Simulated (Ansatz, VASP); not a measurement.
# ZnO: VASP beside Ansatz

```
Zn O
1.0
     3.36965    0.00000    0.00000
    -1.68482    2.91820    0.00000
     0.00000    0.00000    4.42421
Zn O
2 2
Direct
  0.33333 0.66667 0.00000
  0.66667 0.33333 0.50000
  0.33333 0.66667 0.50000
  0.66667 0.33333 0.00000
```

Measurements of this composition are mostly on another form, of space group No. 186.

Alike in both runs: task relaxation of cell and atoms; functional LDA; k mesh 9 × 9 × 6; occupations gaussian, width 0.02 eV; no spin polarisation.

|  | VASP | Ansatz |
| --- | --- | --- |
| version | VASP 6.6.1 | Ansatz 0.2.0 |
| potentials or method | VASP PAW LDA potentials, release 64 (Zn, O) | scalar-relativistic, plane waves, PAW |
| plane-wave cutoff (eV) | 600 | 420 |
| valence electrons in the cell | 36 | 36 |

```csv
,VASP,Ansatz,Ansatz less VASP
"gap on the k mesh at the Fermi level, each at its own relaxed structure (eV)",1.04,1.06,+0.022
relaxed volume (Å³/atom),10.95,10.88,-0.074
relaxed cell length with the largest relative difference (Å),3.380,3.370,-0.0100
```

Ansatz warned: «pseudo_functional_mismatch».

Caveats: an odd mesh through Γ misses points on the zone boundary, where band edges often lie. Expect the measured gap to be larger: semilocal functionals such as LDA lack the derivative discontinuity.
